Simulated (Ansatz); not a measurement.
C (Fd-3m), symmetry broken, then relaxed

Computed with DFT r2SCAN, scalar-relativistic, plane waves, PAW (Ansatz 0.2.0). Settings: plane waves to 500 eV, k-mesh 6×6×6 (Γ-centred), Gaussian smearing 0.05 eV. No spin polarisation. Energies are free energies at this smearing, counted from the undisturbed cell; pressure is positive in compression.

Reference structure (relaxed at this level):

```xyz
16
Lattice="0.0000 3.5603 -3.5603 3.5603 3.5603 0.0000 3.5603 0.0000 -3.5603" Properties=species:S:1:pos:R:3 pbc="T T T"
C     3.5603    3.5603   -1.7801
C     1.7801    1.7801   -1.7801
C     3.5603    5.3404   -3.5603
C     1.7801    3.5603   -3.5603
C     5.3404    3.5603   -3.5603
C     3.5603    1.7801   -3.5603
C     5.3404    5.3404   -5.3404
C     3.5603    3.5603   -5.3404
C     0.8901    0.8901   -0.8901
C     2.6702    2.6702   -0.8901
C     0.8901    2.6702   -2.6702
C     2.6702    4.4504   -2.6702
C     2.6702    0.8901   -2.6702
C     4.4504    2.6702   -2.6702
C     2.6702    2.6702   -4.4504
C     4.4504    4.4504   -4.4504
```

The atoms are displaced (Å, in the unstrained cell):

| atom | ux | uy | uz |
| --- | --- | --- | --- |
| C1 | -0.011 | -0.009 | -0.228 |
| C2 | -0.383 | -0.217 | 0.056 |
| C3 | -0.157 | 0.256 | -0.028 |
| C4 | -0.119 | 0.467 | 0.041 |
| C5 | -0.001 | -0.214 | 0.102 |
| C6 | -0.461 | 0.168 | 0.089 |
| C7 | -0.179 | -0.076 | -0.175 |
| C8 | -0.173 | -0.226 | -0.017 |
| C9 | 0.101 | 0.016 | 0.081 |
| C10 | 0.257 | -0.517 | -0.035 |
| C11 | 0.689 | 0.371 | 0.039 |
| C12 | 0.101 | -0.269 | -0.003 |
| C13 | 0.072 | 0.380 | -0.066 |
| C14 | -0.121 | 0.052 | 0.435 |
| C15 | 0.316 | -0.321 | 0.013 |
| C16 | 0.069 | 0.139 | -0.304 |

The atoms are then relaxed in that fixed cell.

Problem. Does the relaxation return to the undisturbed structure?

Solution. Yes (up to a choice of domain or origin): same space group and volume, and an energy 0.0 meV/atom from it. The disturbance itself cost 3822.0 meV/atom. The final space group reads Fd-3m (tolerance 0.05 Å) and the volume changes by 0.00 %.

Final structure:

```
CELL_PARAMETERS angstrom
0.00000 3.56028 -3.56028
3.56028 3.56028 0.00000
3.56028 0.00000 -3.56028
ATOMIC_POSITIONS crystal
C 0.25000 0.75000 0.25000
C 0.25000 0.25001 0.25000
C 0.75000 0.75000 0.25000
C 0.75000 0.25000 0.25000
C 0.25000 0.75000 0.75000
C 0.25000 0.25000 0.75000
C 0.75000 0.75000 0.75000
C 0.75000 0.25000 0.75000
C 0.12500 0.12500 0.12500
C 0.12500 0.62500 0.12500
C 0.62500 0.12500 0.12500
C 0.62500 0.62500 0.12500
C 0.12500 0.12500 0.62500
C 0.12500 0.62500 0.62500
C 0.62500 0.12500 0.62500
C 0.62500 0.62500 0.62500
```

The relaxation, step by step (energy from the first step):

| step | ΔE (meV/atom) | largest force component (eV/Å) | pressure (GPa) |
| --- | --- | --- | --- |
| 1 | 0.0 | 33.582 | n/a |
| 2 | -1484.3 | 14.412 | n/a |
| 3 | -2561.5 | 13.995 | n/a |
| 4 | -3225.9 | 11.304 | n/a |
| 5 | -3624.9 | 7.542 | n/a |
| 6 | -3817.4 | 1.189 | n/a |
| 7 | -3822.0 | 0.042 | n/a |
| 8 | -3822.0 | 0.042 | n/a |
| 9 | -3822.0 | 0.002 | n/a |
| 10 | -3822.0 | 0.002 | n/a |

Frames along the relaxation (Å, eV/Å):

```xyz
16
Lattice="0.000 3.560 -3.560 3.560 3.560 0.000 3.560 0.000 -3.560" Properties=species:S:1:pos:R:3:forces:R:3 pbc="T T T" step=1
C     3.549    3.551   -2.008   -2.671    4.551   12.237
C     1.397    1.563   -1.724   12.431   11.531  -11.977
C     3.403    5.597   -3.588   20.505   -7.063   33.582
C     1.661    4.027   -3.520    5.209   -8.968    8.008
C     5.340    3.346   -3.459   -0.591    4.003   -1.071
C     3.099    1.948   -3.471   12.430    6.129    6.935
C     5.161    5.265   -5.515    7.553    4.625   -0.896
C     3.387    3.334   -5.357    3.961    3.789    0.472
C     0.991    0.906   -0.809  -10.250   -0.723   -5.142
C     2.927    2.153   -0.925  -21.439    8.478  -31.229
C     1.579    3.041   -2.631   -7.006   -5.522    3.986
C     2.772    4.182   -2.673   -8.258   11.682   -5.713
C     2.743    1.270   -2.736  -16.675  -28.649   23.851
C     4.330    2.722   -2.235   16.408   -7.093  -11.783
C     2.986    2.350   -4.438   -3.560   16.851  -33.295
C     4.519    4.589   -4.754   -8.046  -13.619   12.034
16
Lattice="0.000 3.560 -3.560 3.560 3.560 0.000 3.560 0.000 -3.560" Properties=species:S:1:pos:R:3:forces:R:3 pbc="T T T" step=3
C     3.564    3.572   -1.918    0.810   -3.703    8.870
C     1.626    1.714   -1.846    8.214    2.485    2.052
C     3.552    5.483   -3.451    3.665   -6.637   -2.419
C     1.607    3.907   -3.512    3.356   -3.460   -0.963
C     5.320    3.467   -3.535   -0.090    0.427   -1.015
C     3.135    1.898   -3.474    8.390    1.095   -0.791
C     5.267    5.227   -5.384    4.181    1.268    3.499
C     3.510    3.525   -5.366    4.525    4.623    0.312
C     0.932    0.890   -0.958   -4.956   -1.068   -1.122
C     2.797    2.361   -0.940   -4.544    9.466    1.958
C     1.383    2.935   -2.585  -13.995   -4.534   -1.642
C     2.647    4.316   -2.653    0.940    9.484   -2.775
C     2.579    0.932   -2.652   -1.596   -5.907   -2.556
C     4.508    2.682   -2.413   -0.872    0.487  -10.786
C     2.955    2.529   -4.633   -6.898   -2.583    1.532
C     4.462    4.405   -4.524   -1.130   -1.442    5.845
16
Lattice="0.000 3.560 -3.560 3.560 3.560 0.000 3.560 0.000 -3.560" Properties=species:S:1:pos:R:3:forces:R:3 pbc="T T T" step=5
C     3.554    3.560   -1.810    0.178   -1.622    1.382
C     1.773    1.776   -1.813    1.282   -0.251    2.220
C     3.630    5.368   -3.480   -0.973   -0.636   -1.992
C     1.712    3.694   -3.590    4.400   -3.115   -0.719
C     5.323    3.527   -3.569    0.607   -2.364    0.380
C     3.394    1.815   -3.518    5.673   -1.196   -1.793
C     5.322    5.275   -5.343    1.133    2.010    0.826
C     3.564    3.597   -5.336    1.413   -1.364   -0.526
C     0.869    0.886   -0.948   -2.589    2.257    1.645
C     2.702    2.589   -0.904    0.572    2.187    1.483
C     1.085    2.794   -2.628   -7.542   -2.747   -2.084
C     2.642    4.432   -2.660    1.882    2.040   -1.099
C     2.587    0.821   -2.660    2.216    2.807   -1.230
C     4.490    2.655   -2.621   -3.535   -0.799   -2.281
C     2.748    2.666   -4.553   -4.485   -0.356    3.634
C     4.448    4.388   -4.411   -0.233    3.148    0.154
16
Lattice="0.000 3.560 -3.560 3.560 3.560 0.000 3.560 0.000 -3.560" Properties=species:S:1:pos:R:3:forces:R:3 pbc="T T T" step=6
C     3.558    3.562   -1.787   -0.035   -0.361    0.329
C     1.781    1.779   -1.782    0.081   -0.017    0.236
C     3.574    5.343   -3.542   -0.354   -0.007   -0.477
C     1.774    3.574   -3.572    0.499   -0.340    0.064
C     5.340    3.560   -3.565    0.050   -0.458    0.177
C     3.542    1.785   -3.553    0.629   -0.117   -0.312
C     5.337    5.328   -5.345    0.116    0.435    0.354
C     3.561    3.564   -5.338    0.245   -0.091   -0.186
C     0.878    0.891   -0.895   -0.053    0.292    0.233
C     2.672    2.660   -0.895    0.294    0.276    0.431
C     0.922    2.684   -2.664   -1.189   -0.362   -0.343
C     2.662    4.445   -2.666    0.437    0.327   -0.407
C     2.658    0.882   -2.668    0.433    0.377   -0.195
C     4.459    2.669   -2.662   -0.593   -0.130   -0.498
C     2.679    2.676   -4.468   -0.621   -0.297    0.669
C     4.447    4.441   -4.442    0.061    0.473   -0.075
16
Lattice="0.000 3.560 -3.560 3.560 3.560 0.000 3.560 0.000 -3.560" Properties=species:S:1:pos:R:3:forces:R:3 pbc="T T T" step=8
C     3.561    3.561   -1.781   -0.018   -0.013    0.025
C     1.780    1.780   -1.780   -0.002   -0.006   -0.014
C     3.560    5.340   -3.560   -0.011    0.011   -0.009
C     1.780    3.560   -3.560    0.018   -0.001   -0.013
C     5.341    3.561   -3.561   -0.009   -0.012    0.013
C     3.560    1.780   -3.560    0.013   -0.012   -0.015
C     5.340    5.340   -5.341    0.002    0.016    0.017
C     3.560    3.560   -5.340    0.019    0.016   -0.026
C     0.890    0.890   -0.890    0.001    0.011    0.008
C     2.670    2.670   -0.891    0.030    0.007    0.019
C     0.890    2.670   -2.670   -0.026   -0.003    0.009
C     2.670    4.450   -2.670    0.009    0.007   -0.019
C     2.670    0.890   -2.670    0.009    0.002    0.015
C     4.451    2.671   -2.670   -0.004   -0.013   -0.024
C     2.671    2.670   -4.451   -0.042   -0.001    0.020
C     4.450    4.451   -4.450    0.011   -0.008   -0.006
16
Lattice="0.000 3.560 -3.560 3.560 3.560 0.000 3.560 0.000 -3.560" Properties=species:S:1:pos:R:3:forces:R:3 pbc="T T T" step=10
C     3.560    3.560   -1.780   -0.001    0.000    0.001
C     1.780    1.780   -1.780   -0.001   -0.001    0.000
C     3.560    5.340   -3.560   -0.001    0.000    0.000
C     1.780    3.560   -3.560    0.001    0.000   -0.001
C     5.340    3.560   -3.560   -0.001   -0.001    0.001
C     3.560    1.780   -3.560    0.001    0.000    0.000
C     5.340    5.340   -5.340    0.000    0.001    0.001
C     3.560    3.560   -5.340    0.001    0.001   -0.001
C     0.890    0.890   -0.890    0.000    0.000    0.000
C     2.670    2.670   -0.890    0.002    0.001    0.000
C     0.890    2.670   -2.670   -0.001    0.000    0.001
C     2.670    4.450   -2.670    0.000    0.000   -0.001
C     2.670    0.890   -2.670    0.000    0.000    0.001
C     4.450    2.670   -2.670    0.000    0.000   -0.001
C     2.670    2.670   -4.450   -0.002   -0.001    0.001
C     4.450    4.450   -4.450    0.000    0.000   -0.001
```

Cost: 3 runs of about 9.6 core-minutes in all, on Oxide Virtual Turin-like Processor (Zen 5) (shared hosts).